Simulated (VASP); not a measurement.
Wanted: the native input for a VASP 6.6.1 run.

```yaml
Task: relaxation of cell and atoms
Functional: LDA
Potentials_or_basis: VASP PAW LDA potentials, release 64 (Ca_sv, S)
Cutoff: 600 eV
k_mesh: 8 × 8 × 8
Occupations: gaussian, width 0.02 eV
Spin: no spin polarisation
Further_INCAR_settings: ALGO = Normal; EDIFF = 1e-07; IBRION = 2; EDIFFG = -0.005; NSW = 90; ISIF = 3
```

The structure of CaS lies in POSCAR:

```
CaS
1.0
    0.0000000000      2.8523742900      2.8523742900
    2.8523742900      0.0000000000      2.8523742900
    2.8523742900      2.8523742900      0.0000000000
Ca S
1 1
Direct
    0.0000000000      0.0000000000      0.0000000000
    0.5000000000      0.5000000000      0.5000000000
```

The cell comes from a database or a generator and needn't be the stable form of this composition.

These files were run (other wordings do the same):

INCAR

```
SYSTEM = CaS
PREC     = Accurate       ! precision mode
ENCUT    = 600            ! plane-wave cutoff, eV
EDIFF    = 1E-7           ! SCF threshold, eV
ISMEAR   = 0              ! smearing method
SIGMA    = 0.02           ! smearing width, eV
LREAL    = .FALSE.        ! projectors in reciprocal space
LASPH    = .TRUE.         ! aspherical terms in the spheres
NELM     = 100            ! most SCF steps
ALGO     = Normal         ! electronic algorithm
ISIF     = 3              ! what is computed and relaxed
LWAVE    = .FALSE.        ! write WAVECAR
LCHARG   = .FALSE.        ! write CHGCAR
IBRION   = 2              ! ionic algorithm
NSW      = 90             ! ionic steps
EDIFFG   = -0.005         ! ionic threshold
```

KPOINTS

```
Automatic mesh
0
G
  8 8 8
  0 0 0
```

Potentials or basis: VASP PAW LDA potentials, release 64 (Ca_sv, S).

Command:

```console
$ cat potpaw_LDA.64/Ca_sv/POTCAR potpaw_LDA.64/S/POTCAR > POTCAR
$ mpirun -np 1 vasp_std > vasp.out
```

It gave:

| Item | Value |
| --- | --- |
| Relaxed volume | 21.63 Å³/atom |
| Relaxed cell | a = 3.940 Å, b = 3.940 Å, c = 3.940 Å, α = 60.00°, β = 60.00°, γ = 60.00° |
| Space group after relaxing (to 0.05 Å) | Fm-3m (No. 225) |
| Energy gained by relaxing | 21.4 meV/atom |
| Ionic steps | 3 |
| Pressure after relaxing | 0.0 GPa |
| Band gap on the k mesh | 1.97 eV, indirect (least direct gap 2.84 eV) |

Run time: 30 s on 1 thread of Intel(R) Xeon(R) Platinum 8488C (Sapphire Rapids) (shared host), peak memory 0.17 GiB.
